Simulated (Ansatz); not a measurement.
# SnO2: further runs on the relaxed cell

An exercise on one series of results from a longer session: the logs are not shown, and one member is left open.

Program: Ansatz 0.2.0. Level of theory: DFT LDA, scalar-relativistic, plane waves, PAW. These are calculated values, not measurements.

2 further runs of the same task are left out: 2 set aside as unsound or not needed. Runs told in other sessions of the task aren't counted.

### The structure to begin with

The structure is tetragonal, space group P4_2/mnm (No. 136). The conventional cell has a = 4.722 Å, b = 4.722 Å, c = 3.190 Å, α = 90.00°, β = 90.00°, γ = 90.00°. Around Sn (site symmetry mmm) lie 6 O at 2.04 to 2.05 Å. O (site symmetry m2m) is surrounded by 3 Sn at 2.04 to 2.05 Å.

Structure file:

```
CELL_PARAMETERS angstrom
-3.19042 3.33922 3.33922
3.19042 -3.33922 3.33922
3.19042 3.33922 -3.33922
ATOMIC_POSITIONS crystal
Sn 0.99994 0.24994 0.75000
Sn 0.00006 0.75006 0.25000
Sn 0.50000 0.50000 0.50000
Sn 0.50000 0.00000 0.00000
O 0.19393 0.19398 0.50004
O 0.69399 0.75006 0.94393
O 0.19393 0.69389 0.99996
O 0.30613 0.75006 0.55607
O 0.69387 0.24994 0.44393
O 0.30601 0.24994 0.05607
O 0.80607 0.30611 0.00004
O 0.80607 0.80602 0.49996
```

It goes back to an entry of the Materials Project, which need not be the stable form.

This cell was relaxed beforehand with the same method: volume 11.86 Å³/atom, gap on the mesh 1.16 eV.

The first run:

Input file input.yaml:

```yaml
crystal:
  lattice:
    - [-3.1581952945, 3.3054904289, 3.3054907775]
    - [3.1581952945, -3.3054904289, 3.3054907775]
    - [3.1581952945, 3.3054904289, -3.3054907775]
  atoms:
    - { symbol: Sn, position: [0.9999415049, 0.2499415049, 0.75] }
    - { symbol: Sn, position: [5.84951e-05, 0.7500584951, 0.25] }
    - { symbol: Sn, position: [0.5, 0.5, 0.5] }
    - { symbol: Sn, position: [0.5, 0.0, 0.0] }
    - { symbol: O, position: [0.1939319177, 0.1939750963, 0.5000431786] }
    - { symbol: O, position: [0.6939902436, 0.750058551, 0.9439316926] }
    - { symbol: O, position: [0.1939319177, 0.6938887391, 0.9999568214] }
    - { symbol: O, position: [0.3061268583, 0.750058551, 0.5560683074] }
    - { symbol: O, position: [0.6938731417, 0.249941449, 0.4439316926] }
    - { symbol: O, position: [0.3060097564, 0.249941449, 0.0560683074] }
    - { symbol: O, position: [0.8060680823, 0.3061112609, 4.31786e-05] }
    - { symbol: O, position: [0.8060680823, 0.8060249037, 0.4999568214] }
basis:
  ecutwfc: 420
kpoints:
  mp_grid: { grid: [6, 6, 6] }
hamiltonian:
  xc: lda
scf:
  occupations: { method: gaussian, width: 0.02 }
output:
  forces: true
  stress: true
  eigenvalues: true
relax:
  adjacent_minimum: "off"
  f_tol: 0.01
  max_steps: 30
  cell: { stress_tol: 0.1, fix: [volume] }
```

Run with:

```
$ ansatz run input.yaml --threads 2 --pin off --max-ram 5120MiB --backend cpu --events-out ev --progress --plain --runs-dir out
```

Among the steps run: Volume × 0.97; The cell scaled to 1.03 of its volume; The cell scaled to 0.94 of its volume; Volume × 1.06; Volume × 0.91; The cell scaled to 1.10 of its volume; The cell scaled to 0.88 of its volume.

One table of the session follows, with a row left open; its other results are not shown here.

It belongs to the step «Energy against volume». 

```
volume (Å³/atom)  energy above the lowest point (meV/atom)  pressure (GPa)  gap on the mesh (eV)
          10.435                                     140.3           35.38                  2.71
          10.791                                      73.9           24.38                  2.27
          11.147                                      30.8           14.77                  1.87
          11.502                                       7.2            6.72                  1.50
          11.858                                       0.0           -0.01                  1.16
          12.214                                       6.4           -5.60                  0.85
          12.570                                         ?               ?                     ?
          13.044                                      61.2          -14.81                  0.29
```

**Question.** Estimate the row for volume (Å³/atom) = 12.570.

Worked estimate for «energy above the lowest point (meV/atom)». A straight line through the neighbours (12.214, 6.4) and (13.044, 61.2) gives 6.4 + (61.2 − 6.4) × (12.570 − 12.214) / (13.044 − 12.214) = 29.9; a parabola fitted to 3 rows on both sides gives 23.1.

**Answer.** energy above the lowest point (meV/atom): 23.9; pressure (GPa): -10.15; gap on the mesh (eV): 0.59. In «energy above the lowest point (meV/atom)» the line misses by +6.0 and the parabola by -0.8.

To keep in mind: Warnings in the runs' records: structure snapped to symmetry, near symmetry operation missed by atoms.
